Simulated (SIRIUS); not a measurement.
Crystal: MgS (Niningerite).

```xyz
2
Lattice="0.0000 2.6016 2.6016 2.6016 0.0000 2.6016 2.6016 2.6016 0.0000" Properties=species:S:1:pos:R:3 pbc="T T T"
S     2.6016    2.6016    2.6016
Mg    0.0000    0.0000    0.0000
```

```yaml
Program: SIRIUS 7.12.0
Task: single point
Functional: PBEsol
Potentials_or_basis: PseudoDojo 0.4.1 PBEsol standard (scalar relativistic)
Cutoff: 1152 eV
Density_cutoff: 4606 eV
k_mesh: 9 × 9 × 9
Occupations: fermi-dirac, width 0.05 eV
Spin: no spin polarisation
```

On this cell: pressure -0.9 GPa; largest force zero by symmetry; band gap on the k mesh 2.83 eV.

The same run follows on a disturbed copy (atoms moved at random, drawn with an rms of 0.05 Å):

```
CELL_PARAMETERS angstrom
0.00000 2.60165 2.60165
2.60165 0.00000 2.60165
2.60165 2.60165 0.00000
ATOMIC_POSITIONS crystal
S 0.49923 0.50365 0.50962
Mg 0.01475 0.99180 0.98833
```

Question: What does the disturbed cell give?

Answer: The energy moves by +5.6 meV/atom; pressure -0.6 GPa; largest force 0.256 eV/Å; band gap on the k mesh 2.83 eV.

Forces in eV/Å, atoms in the order of the input:
```
S   -0.251 -0.041  0.026
Mg   0.252  0.041 -0.024
```

Stress tensor (GPa, compression positive):
```
-0.03 -0.02  0.01
-0.02 -0.92  0.00
 0.01  0.00 -0.94
```

Caveats: an odd mesh through Γ misses points on the zone boundary, where band edges often lie.
